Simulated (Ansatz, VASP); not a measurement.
# Cross-check of Si2HF (H-SiSi-F chair monolayer) between VASP and Ansatz, part 2 of 2

Wanted: the spread between two codes on one cell, functional and k mesh. Of the first pair: The structure shown is the start of the Ansatz relaxation below; VASP solves that cell, so the two are compared at the walk's first step.

VASP 6.6.1 and Ansatz 0.2.0.

So far: Starting point; Ansatz: relaxation, PBE with D3(BJ); VASP: single point, PBE with D3(BJ), start cell, pair 1.

### 4. Side by side

Known differences besides the potentials themselves: Ansatz cuts the interaction across the vacuum, VASP repeats the sheet with a dipole correction; the cutoff is 420 eV in Ansatz and 520 eV in VASP. Total energies have different zeros and are not compared.

Forces (eV/Å; atoms numbered as in POSCAR):

| atom | Ansatz x, y, z | VASP x, y, z |
| --- | --- | --- |
| F1 | 0.000, 0.000, 1.577 | 0.000, 0.000, 1.424 |
| Si2 | 0.000, 0.000, -2.359 | 0.000, 0.000, -2.200 |
| Si3 | 0.000, 0.000, -0.819 | 0.000, 0.000, -0.811 |
| H4 | 0.000, 0.000, 1.601 | 0.000, 0.000, 1.587 |

The forces differ by 64 meV/Å r.m.s., which is 7.0 % of the r.m.s. force of 0.915 eV/Å (both taken over all components). With vacuum in the cell, a pressure given here is an average over mostly empty space and none of the material.

### 5. Ansatz: relaxation, PBE with D3(BJ)

This run makes the geometry at which the two programs are then compared.

The structure compared here is the end of the Ansatz relaxation.

Input file input.yaml:

```yaml
crystal:
  lattice:
    - [3.663, 0.0, 0.0]
    - [-1.8315, 3.1722510541, 0.0]
    - [0.0, 0.0, 38.6399999995]
  atoms:
    - { symbol: F, position: [0.6666666667, 0.3333333333, 0.450310559] }
    - { symbol: Si, position: [0.6666666667, 0.3333333333, 0.4937888199] }
    - { symbol: Si, position: [0.3333333333, 0.6666666667, 0.5129399586] }
    - { symbol: H, position: [0.3333333333, 0.6666666667, 0.549689441] }
  periodic: [true, true, false]
kpoints:
  mp_grid: { grid: [12, 12, 1] }
hamiltonian:
  xc: pbe
  dispersion: d3bj
scf:
  occupations: { method: fermi_dirac, width: 0.05 }
  convergence: { dr2_threshold: 1.0e-09 }
relax:
  f_tol: 0.004
  max_steps: 90
  cell: {}
output:
  write_potential: true
  write_density: true
  volumetric_format: npy
```

Launch:

```bash
$ ansatz run input.yaml --threads 2 --pin off --max-ram 3072MiB --backend cpu --events-out ev --progress --plain --runs-dir out
```

Numbers of over 12 decimals in the logs are rounded to 6 here.

Output:

```text
[...]
Crystal: 4 atoms, lattice volume = 448.995 Å³
Basis set: ecut = 420 eV, 8697 PW (Γ), exchange–correlation on 50×50×540 points (8 copies of the dense FFT grid, shifted against one another)
Bands: 12, of which v1, the nominal top of the filled ones, is band 8 counted from 1 (7 counted from 0)
Symmetry: 6 space group operations
[...]
--- Relaxed structure (9 steps of the walk, 8 accepted, 2 SCFs on fresh bases) ---
[...]
cell:  # Å, volume = 508.2403 Å³
    - [3.897182, 0, 0]
    - [-1.948591, 3.375059, 0]
    - [0, 0, 38.6399999995]
  atoms:
    - { symbol: F, position: [0.666667, 0.333333, 0.451269] }
    - { symbol: Si, position: [0.666667, 0.333333, 0.493225] }
    - { symbol: Si, position: [0.333333, 0.666667, 0.511666] }
    - { symbol: H, position: [0.333333, 0.666667, 0.550569] }
[key lines of the parts left out:]
SCF converged after 6 iterations
Free energy (F): -2096.825490 eV
Fermi energy:    -4.969821 eV
P = ½ c Tr σ = 0.0091 N/m
```

### 6. VASP: single point, PBE with D3(BJ), relaxed cell, pair 2

The same cell, functional, mesh and smearing now go to VASP, with its own data sets.

Input file INCAR:

```
SYSTEM = Si2HF
PREC = Accurate
ENCUT = 520
EDIFF = 1E-06
NELM = 120
ISMEAR = -1
SIGMA = 0.05
LREAL = .FALSE.
ALGO = Normal
GGA = PE
IVDW = 12
NBANDS = 14
LORBIT = 11
LWAVE = .FALSE.
LCHARG = .FALSE.
ISIF = 2
LDIPOL = .TRUE.
IDIPOL = 3
DIPOL = 0.5 0.5 0.502
LVHAR = .TRUE.
LASPH = .TRUE.
GGA_COMPAT = .FALSE.
EFERMI = MIDGAP
NELMDL = -8
```

Input file POSCAR:

```
Si2HF
1.0
    3.8971820422      0.0000000000      0.0000000000
   -1.9485910211      3.3750586517      0.0000000000
    0.0000000000      0.0000000000     38.6399999995
F Si H
1 2 1
Direct
    0.6666666667      0.3333333333      0.4512690902
    0.6666666667      0.3333333333      0.4932249399
    0.3333333334      0.6666666666      0.5116657659
    0.3333333334      0.6666666666      0.5505689825
```

Input file KPOINTS:

```
Automatic mesh
0
Gamma
12 12 1
0 0 0
```

The projector-augmented-wave data sets are F, Si and H (PBE family, release 64).

Launch:

```bash
$ mpirun -np 1 vasp_std
```

Output:

```text
[... set-up lines as in an earlier step ...]
 entering main loop
       N       E                     dE             d eps       ncg     rms          rms(c)
DAV:   1     0.120860816675E+03    0.12086E+03   -0.47031E+03   628   0.720E+02
DAV:   2    -0.204740646581E+01   -0.12291E+03   -0.11338E+03   972   0.146E+02
DAV:   3    -0.199777862123E+02   -0.17930E+02   -0.17779E+02   748   0.776E+01
DAV:   4    -0.204174106381E+02   -0.43962E+00   -0.43870E+00   700   0.134E+01
[...]
DAV:  25    -0.193909199277E+02   -0.13228E-05   -0.18633E-08   584   0.716E-04    0.866E-05
DAV:  26    -0.193909210235E+02   -0.10958E-05   -0.13999E-08   488   0.674E-04    0.141E-04
DAV:  27    -0.193909212717E+02   -0.24818E-06   -0.28543E-09   554   0.460E-04
   1 F= -.19759348E+02 E0= -.19759348E+02  d E =-.253214E-08
```

Parts of OUTCAR (step 6):

```text
 Edisp (eV)   -0.36843

  Total      -0.07298    -0.07298     0.26602    -0.00000     0.00000     0.00000
  in kB      -0.23006    -0.23006     0.83860    -0.00000     0.00000     0.00000
  external pressure =        0.13 kB  Pullay stress =        0.00 kB

 POSITION                                       TOTAL-FORCE (eV/Angst)
 -----------------------------------------------------------------------------------
      1.94859      1.12502     17.43704        -0.000000      0.000000     -0.208473
      1.94859      1.12502     19.05821         0.000000     -0.000000      0.206755
      0.00000      2.25004     19.77077         0.000000     -0.000000      0.011702
      0.00000      2.25004     21.27399         0.000000     -0.000000     -0.009983
 -----------------------------------------------------------------------------------
    total drift:                               -0.000000      0.000000     -0.000880

  FREE ENERGIE OF THE ION-ELECTRON SYSTEM (eV)
  ---------------------------------------------------
  free  energy   TOTEN  =       -19.7593477110 eV

  energy  without entropy=      -19.7593477085  energy(sigma->0) =      -19.75934771

[... 1 part as in an earlier step ...]

[... 2 further parts left out ...]
[key lines of the parts left out:]
E-fermi :  -3.9411
```

### 7. Differences

Compared:

| quantity | Ansatz | VASP | difference |
| --- | --- | --- | --- |
| gap on the k mesh (eV) | 1.653 | 1.654 | 0.000 |

Forces (eV/Å; atoms numbered as in POSCAR):

| atom | Ansatz x, y, z | VASP x, y, z |
| --- | --- | --- |
| F1 | 0.000, 0.000, -0.001 | 0.000, 0.000, -0.208 |
| Si2 | 0.000, 0.000, 0.000 | 0.000, 0.000, 0.207 |
| Si3 | 0.000, 0.000, 0.000 | 0.000, 0.000, 0.012 |
| H4 | 0.000, 0.000, 0.000 | 0.000, 0.000, -0.010 |

The forces differ by 85 meV/Å r.m.s., where the r.m.s. force is 0.000 eV/Å in Ansatz and 0.085 eV/Å in VASP: the atoms lie near their places of rest in Ansatz, so a percentage would say little (all taken over all components). A gap on the mesh is an upper bound, since the band edges may lie between its points. With vacuum in the cell, a pressure given here is an average over mostly empty space and none of the material.

### 8. Summary of results

* r.m.s. force difference (single point, PBE with D3(BJ), start cell, pair 1): 7.0 % of the r.m.s. force
* r.m.s. force difference (single point, PBE with D3(BJ), relaxed cell, pair 2): 85 meV/Å

**Reading.** The r.m.s. force difference is 85 meV/Å (single point, PBE with D3(BJ), relaxed cell, pair 2), beyond the 12 meV/Å picked in this series as the mark of a large difference. What causes the difference of the single point, PBE with D3(BJ), start cell, pair 1 pair stays open here. What causes the difference of the single point, PBE with D3(BJ), relaxed cell, pair 2 pair stays open here. Such differences can come from data sets, numerical settings and the points named under the comparisons, not from the functional's error against experiment.

[Lines on the potential files, build, host, timing and source positions are cut from VASP's logs without a mark.]

[Logs are printed without paths, hosts, clocks, repeated set-up lines and the standing remarks that a program may print on its own settings, such as how far it seeks lower states.]

[Hosts, paths, dates, database ids (printed as entryN), source tags and the programs' standing remarks are cut or masked in the printed files.]
